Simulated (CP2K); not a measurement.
Au:

```
Au
1.0
     2.90000    0.00000    0.00000
    -1.45000    2.51147    0.00000
     0.00000    0.00000    4.88000
Au
2
Direct
  0.66667 0.33333 0.25000
  0.33333 0.66667 0.75000
```

This isn't the form of Au at room conditions, which is fcc.

Base run:

* Program: CP2K 2026.2
* Functional: LDA
* Potentials or basis: POTENTIAL_UZH Au GTH-PBE-q11; TZVP-MOLOPT-PBE-GTH basis
* Density cutoff: 9524 eV
* k mesh: 11 × 11 × 6
* Occupations: fermi-dirac, width 0.05 eV
* Spin: no spin polarisation

Its results: band gap on the k mesh none (metal or under the smearing width); pressure -3.3 GPa.

Q: After a change of settings the same cell gave: band gap on the k mesh none (metal or under the smearing width); pressure -16.8 GPa. Which change was it?
A. functional from LDA to HLE16
B. functional from LDA to PW91
C. functional from LDA to TASK
D. functional from LDA to PBEsol

A: A.

Caveats: the potentials were made for another functional, which shifts forces and pressure; the basis of atomic orbitals isn't converged, which shifts pressures, moduli and gaps; the potentials were made for a functional far from this one (some runs).
